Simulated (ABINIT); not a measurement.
# LiH (Fm-3m): a self-consistent loop beyond G0W0, cycle by cycle, part 2 of 3

How far does self-consistency move the gap of LiH (Fm-3m)?

ABINIT 10.8.3; PBE and many-body steps on it, plane waves. Known limits of the many-body steps: not at the basis limit.

So far. Step 5 (evGW0, cycle 1): Against G0W0 in ABINIT (6×6×6 mesh, 127 bands, screening to 261.2 eV, Godby-Needs plasmon pole), the gap moves by +0.544 eV. This first cycle still uses the starting levels; it takes the full correction, at all points of the mesh, and its linearised value is 4.956 eV. Step 6 (evGW0, cycle 2): Against the cycle before, the gap moves by −0.203 eV.

The database entry behind the starting cell differs from later determinations by our own check (the deuteride, about 0.2 % short), so it need not match the best structure at ambient conditions.

## 7. evGW0, cycle 3

Level of this step: evGW0 on PBE, plane waves, norm-conserving pseudopotentials (ABINIT).

The input, run.abi:

```
acell 3*1.0 Angstrom
rprim 
  0.000000000000 2.036750000000 2.036750000000
  2.036750000000 -0.000000000000 2.036750000000
  2.036750000000 2.036750000000 -0.000000000000
ntypat 2
znucl 3 1
natom 2
typat 1 2
xred 
  0.000000000000 0.000000000000 0.000000000000
  0.500000000000 0.500000000000 0.500000000000
pp_dirpath "pseudos"
pseudos "Li.upf, H.upf"
ecut 33
ngkpt 6 6 6
nshiftk 1
shiftk 0 0 0
kptopt 1
chksymbreak 0
istwfk *1
occopt 1
irdwfk 1
optdriver 4
nband 127
gwcalctyp 10
ecutsigx 33
symsigma 1
nkptgw 16
kptgw 
  0.0000000000 0.0000000000 0.0000000000
  0.1666666667 0.0000000000 0.0000000000
  0.3333333333 0.0000000000 0.0000000000
  0.5000000000 0.0000000000 0.0000000000
  0.1666666667 0.1666666667 0.0000000000
  0.3333333333 0.1666666667 0.0000000000
  0.5000000000 0.1666666667 0.0000000000
  -0.3333333333 0.1666666667 0.0000000000
  -0.1666666667 0.1666666667 0.0000000000
  0.3333333333 0.3333333333 0.0000000000
  0.5000000000 0.3333333333 0.0000000000
  -0.3333333333 0.3333333333 0.0000000000
  0.5000000000 0.5000000000 0.0000000000
  0.5000000000 0.3333333333 0.1666666667
  -0.3333333333 0.3333333333 0.1666666667
  -0.3333333333 0.5000000000 0.1666666667
bdgw 
  1 6
  1 6
  1 6
  1 6
  1 6
  1 6
  1 6
  1 6
  1 6
  1 6
  1 6
  1 6
  1 6
  1 6
  1 6
  1 6
ecuteps 9.6
irdscr 1
ppmodel 1
irdqps 1
indata_prefix "in"
outdata_prefix "out"
tmpdata_prefix "tmp"
```

Run with:

```console
OMP_NUM_THREADS=1 mpirun -n 4 abinit run.abi > log
```

What it wrote:

```text
.Version 10.8.3 of ABINIT. v10.8.2 released Aug 2026.

 Symmetries : space group Fm -3 m (#225); Bravais cF (face-center cubic)
[... echo of the input left out ...]
== DATASET  1 ==================================================================
-   mpi_nproc: 4, omp_nthreads: 1 (-1 if OMP is not activated)

--- !DatasetInfo
iteration_state: {dtset: 1, }
dimensions: {natom: 2, nkpt: 16, mband: 127, nsppol: 1, nspinor: 1, nspden: 1, mpw: 1056, }
cutoff_energies: {ecut:  33.0, pawecutdg:  -1.0, }
[...]
.  kptgw no:  3; Maximum DeltaE = (  -0.002   0.023) for band index:  1
[...]
.  kptgw no: 15; Maximum DeltaE = (  -0.002   0.025) for band index:  1
.  kptgw no: 16; Maximum DeltaE = (   0.002   0.022) for band index:  1

== END DATASET(S) ==============================================================
================================================================================

 -outvars: echo values of variables after computation  --------
           etotal      0.0000000000E+00
            nband         127
             nkpt          16
          spgroup         225
 [... the other variables as echoed above ...]

 Calculation completed.
```

It took 4.9 min on 4 MPI ranks of Arm Neoverse V2, shared host; peak memory 0.97 GiB.

Numbers from this step:

* quasiparticle gap on the mesh: 5.315 eV
* gap of the density functional on the mesh: 3.022 eV
* k of the valence top: 0.5, 0.5, 0
* k of the conduction bottom: 0.5, 0.5, 0
* least direct quasiparticle gap on the computed points: 5.315 eV

Against the cycle before, the gap moves by +0.018 eV.

## 8. evGW0, cycle 4

run.abi is that of step 7.

What it wrote:

```text
.Version 10.8.3 of ABINIT. v10.8.2 released Aug 2026.

 Symmetries : space group Fm -3 m (#225); Bravais cF (face-center cubic)
[... echo of the input left out ...]
== DATASET  1 ==================================================================
-   mpi_nproc: 4, omp_nthreads: 1 (-1 if OMP is not activated)

--- !DatasetInfo
iteration_state: {dtset: 1, }
dimensions: {natom: 2, nkpt: 16, mband: 127, nsppol: 1, nspinor: 1, nspden: 1, mpw: 1056, }
cutoff_energies: {ecut:  33.0, pawecutdg:  -1.0, }
[...]
.  kptgw no:  3; Maximum DeltaE = (  -0.000   0.023) for band index:  1
[...]
.  kptgw no: 15; Maximum DeltaE = (   0.000   0.025) for band index:  1
.  kptgw no: 16; Maximum DeltaE = (   0.001   0.020) for band index:  1

== END DATASET(S) ==============================================================
================================================================================

 -outvars: echo values of variables after computation  --------
           etotal      0.0000000000E+00
            nband         127
             nkpt          16
          spgroup         225
 [... the other variables as echoed above ...]

 Calculation completed.
```

The job ended after 4.9 min (4 MPI ranks; peak memory 0.97 GiB).

This step gave:

- quasiparticle gap on the mesh: 5.313 eV
- gap of the density functional on the mesh: 3.022 eV
- k of the valence top: 0.5, 0.5, 0
- k of the conduction bottom: 0.5, 0.5, 0
- least direct quasiparticle gap on the computed points: 5.313 eV

Against the cycle before, the gap moves by −0.002 eV.

## 9. Screening, 6×6×6 mesh, 127 bands, screening to 261.2 eV

This step: RPA screening on PBE, plane waves, norm-conserving pseudopotentials.

The input, run.abi:

```
acell 3*1.0 Angstrom
rprim 
  0.000000000000 2.036750000000 2.036750000000
  2.036750000000 -0.000000000000 2.036750000000
  2.036750000000 2.036750000000 -0.000000000000
ntypat 2
znucl 3 1
natom 2
typat 1 2
xred 
  0.000000000000 0.000000000000 0.000000000000
  0.500000000000 0.500000000000 0.500000000000
pp_dirpath "pseudos"
pseudos "Li.upf, H.upf"
ecut 33
ngkpt 6 6 6
nshiftk 1
shiftk 0 0 0
kptopt 1
chksymbreak 0
istwfk *1
occopt 1
irdwfk 1
optdriver 3
nband 127
ecuteps 9.6
inclvkb 2
awtr 1
symchi 1
gwcalctyp 10
mbpt_sciss 2.578 eV
nqptdm 1
qptdm 
  0 0 0
indata_prefix "in"
outdata_prefix "out"
tmpdata_prefix "tmp"
```

What it wrote:

```text
.Version 10.8.3 of ABINIT. v10.8.2 released Aug 2026.

 Symmetries : space group Fm -3 m (#225); Bravais cF (face-center cubic)
[... echo of the input left out ...]
== DATASET  1 ==================================================================
-   mpi_nproc: 4, omp_nthreads: 1 (-1 if OMP is not activated)

--- !DatasetInfo
iteration_state: {dtset: 1, }
dimensions: {natom: 2, nkpt: 16, mband: 127, nsppol: 1, nspinor: 1, nspden: 1, mpw: 1056, }
cutoff_energies: {ecut:  33.0, pawecutdg:  -1.0, }
electrons: {nelect:   4.00000000E+00, charge:   0.00000000E+00, occopt:   1.00000000E+00, tsmear:   1.00000000E-02, }

 SCREENING: Calculation of the susceptibility and dielectric matrices

 Based on a program developped by R.W. Godby, V. Olevano, G. Onida, and L. Reining.
 Incorporated in ABINIT by V. Olevano, G.-M. Rignanese, and M. Torrent.
.Using double precision arithmetic ; gwpc =  8

[... cell and pseudopotentials left out ...]
--------------------------------------------------------------------------------

 ==== K-mesh for the wavefunctions ====
 Number of points in the irreducible wedge :    16
[... list of points left out ...]
 Together with 48 symmetry operations and time-reversal symmetry
 yields   216 points in the full Brillouin Zone.

 ==== Q-mesh for the screening function ====
 Number of points in the irreducible wedge :    16
[... list of points left out ...]
 Together with 48 symmetry operations and time-reversal symmetry
 yields   216 points in the full Brillouin Zone.

 setmesh: FFT mesh size selected  =    24x   24x   24
          total number of points  =        13824

 vcoul_init : cutoff-mode = AUXILIARY_FUNCTION
 q-points for optical limit:   1
     1)      0.000010    0.000020    0.000030

 Dielectric matrix will be calculated only for some
 selected q points provided by the user through the input variables
 nqptdm and qptdm

- screening: taking advantage of time-reversal symmetry
- Maximum band index for partially occupied states nbvw = 2
- Remaining bands to be divided among processors   nbcw = 125
- Number of bands treated by each node ~31

 rdqps: reading QP wavefunctions of the previous step
        looking for file in_QPS
 file not found, 1st iteration initialized with KS eigenelements

 screening : performing a first self-consistency
 update of the energies in W by a scissor operator
 applying a scissor operator of [eV] :   2.578

 Number of electrons calculated from density =    4.0000; Expected =    4.0000
 average of density, n =  0.035077
 r_s =    1.8951
 omega_plasma =   18.0662 [eV]

 calculating chi0 at frequencies [eV] :
  1    0.000000E+00    0.000000E+00
  2    0.000000E+00    1.806615E+01

--------------------------------------------------------------------------------
  q-point number  1        q = ( 0.000000, 0.000000, 0.000000) [r.l.u.]
--------------------------------------------------------------------------------
[... chi0 elements left out ...]
 For q-point:  0.000010 0.000020 0.000030
  dielectric constant =   3.2058
  dielectric constant without local fields =   3.4347

  Average fulfillment of the sum rule on Im[epsilon] for q-point    1 :    100.83  [%]
[... wings left out ...]
== END DATASET(S) ==============================================================
================================================================================

 -outvars: echo values of variables after computation  --------
           etotal      0.0000000000E+00
            nband         127
             nkpt          16
          spgroup         225
 [... the other variables as echoed above ...]

 Calculation completed.
```

Wall time 2 s (4 MPI ranks); peak memory 0.2 GiB; 7.8 s of CPU time.

Numbers from this step:

- ε∞ with local fields, on this mesh, along the program's q direction: 3.206
- the same without local fields: 3.435
- plasma frequency: 18.07 eV
- plane waves in the screening matrix: 169

This screening uses the functional's bands under a rigid shift, the mean opening of the cycle before.

## 10. Screening, 6×6×6 mesh, 127 bands, screening to 261.2 eV

This step: RPA screening on PBE from quasiparticle energies, plane waves, norm-conserving pseudopotentials.

run.abi: that of step 9 with these lines changed.

```diff
@@ -29,7 +29,21 @@
 symchi 1
+irdqps 1
 gwcalctyp 10
-mbpt_sciss 2.578 eV
-nqptdm 1
+nqptdm 15
 qptdm 
-  0 0 0
+  0.1666666667 0.0000000000 0.0000000000
+  0.3333333333 0.0000000000 0.0000000000
+  0.5000000000 0.0000000000 0.0000000000
+  0.1666666667 0.1666666667 0.0000000000
+  0.3333333333 0.1666666667 0.0000000000
+  0.5000000000 0.1666666667 0.0000000000
+  -0.3333333333 0.1666666667 0.0000000000
+  -0.1666666667 0.1666666667 0.0000000000
+  0.3333333333 0.3333333333 0.0000000000
+  0.5000000000 0.3333333333 0.0000000000
+  -0.3333333333 0.3333333333 0.0000000000
+  0.5000000000 0.5000000000 0.0000000000
+  0.5000000000 0.3333333333 0.1666666667
+  -0.3333333333 0.3333333333 0.1666666667
+  -0.3333333333 0.5000000000 0.1666666667
 indata_prefix "in"
```

The input, mrgscr.stdin:

```
2
merged
q0_SCR
out_SCR
1
```

Run with:

```console
OMP_NUM_THREADS=1 mpirun -n 4 abinit run.abi > log; mrgscr < mrgscr.stdin
```

What it wrote:

```text
.Version 10.8.3 of ABINIT. v10.8.2 released Aug 2026.

 Symmetries : space group Fm -3 m (#225); Bravais cF (face-center cubic)
[... echo of the input left out ...]
== DATASET  1 ==================================================================
-   mpi_nproc: 4, omp_nthreads: 1 (-1 if OMP is not activated)

--- !DatasetInfo
iteration_state: {dtset: 1, }
dimensions: {natom: 2, nkpt: 16, mband: 127, nsppol: 1, nspinor: 1, nspden: 1, mpw: 1056, }
cutoff_energies: {ecut:  33.0, pawecutdg:  -1.0, }
[...]
q-point number  1        q = ( 0.166667, 0.000000, 0.000000) [r.l.u.]
--------------------------------------------------------------------------------
[... chi0 elements left out ...]
  Average fulfillment of the sum rule on Im[epsilon] for q-point    2 :    119.72  [%]

--------------------------------------------------------------------------------
  q-point number  2        q = ( 0.333333, 0.000000, 0.000000) [r.l.u.]
--------------------------------------------------------------------------------
[... chi0 elements left out ...]
  Average fulfillment of the sum rule on Im[epsilon] for q-point    3 :    113.32  [%]

 [... 13 further q-points ...]
```

Run time: 22 s. Hardware: 4 MPI ranks; peak memory 0.82 GiB; 89 s of CPU time.

Numbers from this step:

| Property | Result |
| --- | --- |
| plasma frequency | 18.07 eV |
| plane waves in the screening matrix | 169 |

This screening reads the quasiparticle levels of the cycle before.

## 11. evGW, cycle 1

This step: evGW on PBE, plane waves, norm-conserving pseudopotentials.

run.abi: that of step 10 with these lines changed.

```diff
@@ -23,12 +23,10 @@
 irdwfk 1
-optdriver 3
+optdriver 4
 nband 127
-ecuteps 9.6
-inclvkb 2
-awtr 1
-symchi 1
-irdqps 1
 gwcalctyp 10
-nqptdm 15
-qptdm 
+ecutsigx 33
+symsigma 1
+nkptgw 16
+kptgw 
+  0.0000000000 0.0000000000 0.0000000000
   0.1666666667 0.0000000000 0.0000000000
@@ -48,2 +46,23 @@
   -0.3333333333 0.5000000000 0.1666666667
+bdgw 
+  1 6
+  1 6
+  1 6
+  1 6
+  1 6
+  1 6
+  1 6
+  1 6
+  1 6
+  1 6
+  1 6
+  1 6
+  1 6
+  1 6
+  1 6
+  1 6
+ecuteps 9.6
+irdscr 1
+ppmodel 1
+irdqps 1
 indata_prefix "in"
```

Run with:

```console
OMP_NUM_THREADS=1 mpirun -n 4 abinit run.abi > log
```

What it wrote:

```text
.Version 10.8.3 of ABINIT. v10.8.2 released Aug 2026.

 Symmetries : space group Fm -3 m (#225); Bravais cF (face-center cubic)
[... echo of the input left out ...]
== DATASET  1 ==================================================================
-   mpi_nproc: 4, omp_nthreads: 1 (-1 if OMP is not activated)

--- !DatasetInfo
iteration_state: {dtset: 1, }
dimensions: {natom: 2, nkpt: 16, mband: 127, nsppol: 1, nspinor: 1, nspden: 1, mpw: 1056, }
cutoff_energies: {ecut:  33.0, pawecutdg:  -1.0, }
[...]
.  kptgw no:  3; Maximum DeltaE = (   0.508   0.001) for band index:  5
[...]
.  kptgw no: 15; Maximum DeltaE = (   0.556  -0.001) for band index:  6
.  kptgw no: 16; Maximum DeltaE = (   0.562  -0.002) for band index:  6

== END DATASET(S) ==============================================================
================================================================================

 -outvars: echo values of variables after computation  --------
           etotal      0.0000000000E+00
            nband         127
             nkpt          16
          spgroup         225
 [... the other variables as echoed above ...]

 Calculation completed.
```

Elapsed: 4.9 min, on 4 MPI ranks; peak memory 0.97 GiB.

This step gave:

```yaml
quasiparticle_gap_on_the_mesh: 5.845 eV
gap_of_the_density_functional_on_the_mesh: 3.022 eV
k_of_the_valence_top: 0.5, 0.5, 0
k_of_the_conduction_bottom: 0.5, 0.5, 0
least_direct_quasiparticle_gap_on_the_computed_points: 5.845 eV
```

Against G0W0 in ABINIT (6×6×6 mesh, 127 bands, screening to 261.2 eV, Godby-Needs plasmon pole), the gap moves by +0.889 eV.

## 12. Screening, 6×6×6 mesh, 127 bands, screening to 261.2 eV

This step: RPA screening on PBE, plane waves, norm-conserving pseudopotentials.

The input, run.abi:

```
acell 3*1.0 Angstrom
rprim 
  0.000000000000 2.036750000000 2.036750000000
  2.036750000000 -0.000000000000 2.036750000000
  2.036750000000 2.036750000000 -0.000000000000
ntypat 2
znucl 3 1
natom 2
typat 1 2
xred 
  0.000000000000 0.000000000000 0.000000000000
  0.500000000000 0.500000000000 0.500000000000
pp_dirpath "pseudos"
pseudos "Li.upf, H.upf"
ecut 33
ngkpt 6 6 6
nshiftk 1
shiftk 0 0 0
kptopt 1
chksymbreak 0
istwfk *1
occopt 1
irdwfk 1
optdriver 3
nband 127
ecuteps 9.6
inclvkb 2
awtr 1
symchi 1
gwcalctyp 10
mbpt_sciss 3.335 eV
nqptdm 1
qptdm 
  0 0 0
indata_prefix "in"
outdata_prefix "out"
tmpdata_prefix "tmp"
```

What it wrote:

```text
.Version 10.8.3 of ABINIT. v10.8.2 released Aug 2026.

 Symmetries : space group Fm -3 m (#225); Bravais cF (face-center cubic)
[... echo of the input left out ...]
== DATASET  1 ==================================================================
-   mpi_nproc: 4, omp_nthreads: 1 (-1 if OMP is not activated)

--- !DatasetInfo
iteration_state: {dtset: 1, }
dimensions: {natom: 2, nkpt: 16, mband: 127, nsppol: 1, nspinor: 1, nspden: 1, mpw: 1056, }
cutoff_energies: {ecut:  33.0, pawecutdg:  -1.0, }
[...]
[... chi0 elements left out ...]
 For q-point:  0.000010 0.000020 0.000030
  dielectric constant =   3.0325
  dielectric constant without local fields =   3.2330

  Average fulfillment of the sum rule on Im[epsilon] for q-point    1 :    102.11  [%]
[... wings left out ...]
== END DATASET(S) ==============================================================
================================================================================

 -outvars: echo values of variables after computation  --------
           etotal      0.0000000000E+00
            nband         127
             nkpt          16
          spgroup         225
 [... the other variables as echoed above ...]

 Calculation completed.
```

The job ended after 2 s (4 MPI ranks; peak memory 0.2 GiB; 7.7 s of CPU time).

This step gave:

```yaml
eps_infinity_with_local_fields_on_this_mesh_along_the_program_s_q_direction: 3.033
the_same_without_local_fields: 3.233
plasma_frequency: 18.07 eV
plane_waves_in_the_screening_matrix: 169
```

This screening uses the functional's bands under a rigid shift, the mean opening of the cycle before.

## 13. Screening, 6×6×6 mesh, 127 bands, screening to 261.2 eV

This step: RPA screening on PBE from quasiparticle energies, plane waves, norm-conserving pseudopotentials.

run.abi: that of step 12 with these lines changed.

```diff
@@ -29,7 +29,21 @@
 symchi 1
+irdqps 1
 gwcalctyp 10
-mbpt_sciss 3.335 eV
-nqptdm 1
+nqptdm 15
 qptdm 
-  0 0 0
+  0.1666666667 0.0000000000 0.0000000000
+  0.3333333333 0.0000000000 0.0000000000
+  0.5000000000 0.0000000000 0.0000000000
+  0.1666666667 0.1666666667 0.0000000000
+  0.3333333333 0.1666666667 0.0000000000
+  0.5000000000 0.1666666667 0.0000000000
+  -0.3333333333 0.1666666667 0.0000000000
+  -0.1666666667 0.1666666667 0.0000000000
+  0.3333333333 0.3333333333 0.0000000000
+  0.5000000000 0.3333333333 0.0000000000
+  -0.3333333333 0.3333333333 0.0000000000
+  0.5000000000 0.5000000000 0.0000000000
+  0.5000000000 0.3333333333 0.1666666667
+  -0.3333333333 0.3333333333 0.1666666667
+  -0.3333333333 0.5000000000 0.1666666667
 indata_prefix "in"
```

mrgscr.stdin is that of step 10.

Run with:

```console
OMP_NUM_THREADS=1 mpirun -n 4 abinit run.abi > log; mrgscr < mrgscr.stdin
```

What it wrote:

```text
.Version 10.8.3 of ABINIT. v10.8.2 released Aug 2026.

 Symmetries : space group Fm -3 m (#225); Bravais cF (face-center cubic)
[... echo of the input left out ...]
== DATASET  1 ==================================================================
-   mpi_nproc: 4, omp_nthreads: 1 (-1 if OMP is not activated)

--- !DatasetInfo
iteration_state: {dtset: 1, }
dimensions: {natom: 2, nkpt: 16, mband: 127, nsppol: 1, nspinor: 1, nspden: 1, mpw: 1056, }
cutoff_energies: {ecut:  33.0, pawecutdg:  -1.0, }
[...]
q-point number  1        q = ( 0.166667, 0.000000, 0.000000) [r.l.u.]
--------------------------------------------------------------------------------
[... chi0 elements left out ...]
  Average fulfillment of the sum rule on Im[epsilon] for q-point    2 :    123.57  [%]

--------------------------------------------------------------------------------
  q-point number  2        q = ( 0.333333, 0.000000, 0.000000) [r.l.u.]
--------------------------------------------------------------------------------
[... chi0 elements left out ...]
  Average fulfillment of the sum rule on Im[epsilon] for q-point    3 :    115.96  [%]

 [... 13 further q-points ...]
```

The job ended after 21 s (4 MPI ranks; peak memory 0.82 GiB).

This step gave:

| Item | Value |
| --- | --- |
| plasma frequency | 18.07 eV |
| plane waves in the screening matrix | 169 |

This screening reads the quasiparticle levels of the cycle before.

## 14. evGW, cycle 2

This step: evGW on PBE, plane waves, norm-conserving pseudopotentials.

run.abi: that of step 13 with these lines changed.

```diff
@@ -23,12 +23,10 @@
 irdwfk 1
-optdriver 3
+optdriver 4
 nband 127
-ecuteps 9.6
-inclvkb 2
-awtr 1
-symchi 1
-irdqps 1
 gwcalctyp 10
-nqptdm 15
-qptdm 
+ecutsigx 33
+symsigma 1
+nkptgw 16
+kptgw 
+  0.0000000000 0.0000000000 0.0000000000
   0.1666666667 0.0000000000 0.0000000000
@@ -48,2 +46,23 @@
   -0.3333333333 0.5000000000 0.1666666667
+bdgw 
+  1 6
+  1 6
+  1 6
+  1 6
+  1 6
+  1 6
+  1 6
+  1 6
+  1 6
+  1 6
+  1 6
+  1 6
+  1 6
+  1 6
+  1 6
+  1 6
+ecuteps 9.6
+irdscr 1
+ppmodel 1
+irdqps 1
 indata_prefix "in"
```

Run with:

```console
OMP_NUM_THREADS=1 mpirun -n 4 abinit run.abi > log
```

What it wrote:

```text
.Version 10.8.3 of ABINIT. v10.8.2 released Aug 2026.

 Symmetries : space group Fm -3 m (#225); Bravais cF (face-center cubic)
[... echo of the input left out ...]
== DATASET  1 ==================================================================
-   mpi_nproc: 4, omp_nthreads: 1 (-1 if OMP is not activated)

--- !DatasetInfo
iteration_state: {dtset: 1, }
dimensions: {natom: 2, nkpt: 16, mband: 127, nsppol: 1, nspinor: 1, nspden: 1, mpw: 1056, }
cutoff_energies: {ecut:  33.0, pawecutdg:  -1.0, }
[...]
.  kptgw no:  3; Maximum DeltaE = (  -0.092   0.035) for band index:  1
[...]
.  kptgw no: 15; Maximum DeltaE = (  -0.111   0.021) for band index:  1
.  kptgw no: 16; Maximum DeltaE = (  -0.094   0.032) for band index:  1

== END DATASET(S) ==============================================================
================================================================================

 -outvars: echo values of variables after computation  --------
           etotal      0.0000000000E+00
            nband         127
             nkpt          16
          spgroup         225
 [... the other variables as echoed above ...]

 Calculation completed.
```

The job ended after 4.8 min (4 MPI ranks; peak memory 0.97 GiB).

Numbers from this step:

```
quasiparticle gap on the mesh                         : 5.943 eV
gap of the density functional on the mesh             : 3.022 eV
k of the valence top                                  : 0.5, 0.5, 0
k of the conduction bottom                            : 0.5, 0.5, 0
least direct quasiparticle gap on the computed points : 5.943 eV
```

Against the cycle before, the gap moves by +0.098 eV.

(Part 2 of 3 ends here.)

[Paths, hosts, dates, memory and timing lines, banners, echoed tables and standing remarks are left out of the program output.]

[Logs are printed without paths, hosts, clocks, repeated set-up lines and the standing remarks that a program may print on its own settings, such as how far it seeks lower states.]

[Runs of the session that timed out or met a known fault of the program may be left out.]

[Hosts, paths, dates, database ids (printed as entryN), source tags and the programs' standing remarks are cut or masked in the printed files.]

[G0W0 gaps are taken among the corrected bands and points alone; a level outside them can change the order at an edge.]

[Where Ansatz stands beside ABINIT at settings called matched, ABINIT's density can come from a denser mesh and the files from another edition; pairs whose starting gaps differed by over 0.03 eV were left out, so agreement reads better than it is.]
